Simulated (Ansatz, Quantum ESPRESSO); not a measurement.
# CdTe (zinc blende): bulk modulus from a few volumes

How stiff is zinc blende CdTe under hydrostatic load? Each row relaxes cell and atoms at a set pressure. The phase is followed to these pressures whether or not it stays the stable one.

Calculated with Ansatz 0.2.0, PBEsol, PAW files of the set soft_1, cutoff 600 eV, Fermi–Dirac smearing 0.02 eV, k-mesh 7×7×7, no spin polarisation, no spin-orbit coupling.

Reference cell, relaxed at zero pressure with PBEsol (F-43m): a = 4.5889 Å, b = 4.5889 Å, c = 4.5889 Å, α = 60.00°, β = 60.00°, γ = 60.00°.

```
atom       x       y       z
  Te  0.7500  0.7500  0.7500
  Cd  0.0000  0.0000  0.0000
```

```
V (Å³/atom)    V/V0  P (GPa)  E − E0 (meV/atom)
    33.3917  0.9774    1.000                2.4
    32.7119  0.9575    1.995                8.7
    31.5440  0.9233    3.998               30.3
    30.5722  0.8948    5.998               60.4
    29.7417  0.8705    7.996               96.6
```

V0 = 34.1647 Å³ an atom, where the residual pressure P0 is −0.001 GPa. **Question.** Fit the Birch–Murnaghan law and give the pressure and the energy at V = 35.0705 Å³ an atom, a row left out above.

With the Eulerian strain f = ½[(V0/V)^(2/3) − 1] and F = (P − P0)/[3f(1 + 2f)^(5/2)], the third-order law is the line F = B0 + (3/2) B0 (B′ − 4) f.

```
      f  F (GPa)
0.04842    43.70
0.03844    43.23
0.02732    42.71
0.01470    42.11
0.00769    41.78
```

A straight line through the 5 rows: the means are 0.02731 for f and 42.706 for F, Σ(Δx)² = 0.001113 and ΣΔxΔy = 0.0525, so the slope is 0.0525/0.001113 = 47.149 and the intercept 42.706 − (47.149)(0.02731) = 41.418.

Hence B0 = 41.4 GPa and B′ = 4 + (47.1)/(1.5 × 41.4) = 4.76. For the withheld volume f = −0.00865, F = 41.01 GPa and P = −1.02 GPa, an extrapolation past the fitted rows. The run itself gives −1.02 GPa, so the estimate misses by 0.00 GPa, a rounding's worth.

Integrating the same law gives E − E0 = (9/2) B0 V0 f²[1 + (B′ − 4) f] + P0(V0 − V), with 1 GPa Å³ = 6.2415 meV: 3.0 meV an atom. The run itself gives 3.0 meV, so the estimate misses by 0.0 meV, a rounding's worth.

The same fit over all rows at other levels or in other programs gives B0 = 43 GPa with PBEsol (Quantum ESPRESSO, GBRV).

[Logs are printed without paths, hosts, clocks, repeated set-up lines and the standing remarks that a program may print on its own settings, such as how far it seeks lower states.]
